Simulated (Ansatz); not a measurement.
**Relaxing Rb**

All numbers below come from Ansatz, DFT PBEsol, scalar-relativistic, plane waves, PAW. Run with 420 eV cutoff, 12×12×4 k-mesh, Gaussian smearing of 0.10 eV, no spin polarisation.

What was changed: uniaxial strain along c, with a, b and atoms relaxed: -4.5 %.

Command:

```bash
ansatz run input.yaml --threads 1 --pin off --max-ram 2560MiB --backend cpu --events-out ev --progress --plain --runs-dir out
```

Input:

```yaml
crystal:
  lattice:
    - [4.8931061535, 0.0, 0.0]
    - [0.0, 4.7478050717, 0.0]
    - [0.0, 0.0, 14.9707821607]
  atoms:
    - { symbol: Rb, position: [0.2499996453, 0.25, 0.8817232239] }
    - { symbol: Rb, position: [0.2500003547, 0.75, 0.3817232239] }
    - { symbol: Rb, position: [0.7499996453, 0.25, 0.6182767761] }
    - { symbol: Rb, position: [0.7500003547, 0.75, 0.1182767761] }
basis:
  ecutwfc: 420
kpoints:
  mp_grid: { grid: [12, 12, 4] }
hamiltonian:
  xc: pbesol
scf:
  occupations: { method: gaussian, width: 0.1 }
output:
  forces: true
  stress: true
  eigenvalues: true
relax:
  adjacent_minimum: "off"
  f_tol: 0.008
  max_steps: 40
  cell: { stress_tol: 0.015, fix: [c, angles] }
```

F is the free energy. Steps run on the plane waves of an earlier cell, but the last one, and at times one on the way, on a freshly chosen basis, so a repeated geometry can differ a little in energy. The held parts of the cell keep their stress, so P needn't end at zero.

Steps:

| step | F − F(1) (eV) | largest force component (eV/Å) | V (Å³/atom) | P (GPa) |
| --- | --- | --- | --- | --- |
| 1 | 0.0000 | 0.006 | 86.948 | 0.08 |
| 2 | -0.0003 | 0.005 | 86.978 | 0.08 |
| 3 | -0.0015 | 0.000 | 87.273 | 0.06 |
| 4 | -0.0015 | 0.000 | 87.273 | 0.06 |

Relaxed structure:

```cif
data_structure
_symmetry_space_group_name_H-M 'P 1'
_symmetry_Int_Tables_number 1
_cell_length_a 4.9545
_cell_length_b 4.7064
_cell_length_c 14.9708
_cell_angle_alpha 90.000
_cell_angle_beta 90.000
_cell_angle_gamma 90.000
_cell_volume 349.09
loop_
_atom_site_label
_atom_site_type_symbol
_atom_site_fract_x
_atom_site_fract_y
_atom_site_fract_z
_atom_site_occupancy
Rb1 Rb 0.25000 0.25000 0.88191 1
Rb2 Rb 0.25000 0.75000 0.38191 1
Rb3 Rb 0.75000 0.25000 0.61809 1
Rb4 Rb 0.75000 0.75000 0.11809 1
```

It takes space group Cmcm (No. 63, orthorhombic). Conventional cell: a = 4.706 Å, b = 14.971 Å, c = 4.955 Å, α = 90.00°, β = 90.00°, γ = 90.00°.

The run converged. It took 3.9 min on 1 thread of Arm Neoverse V1 (shared host), peak memory 1.1 GiB.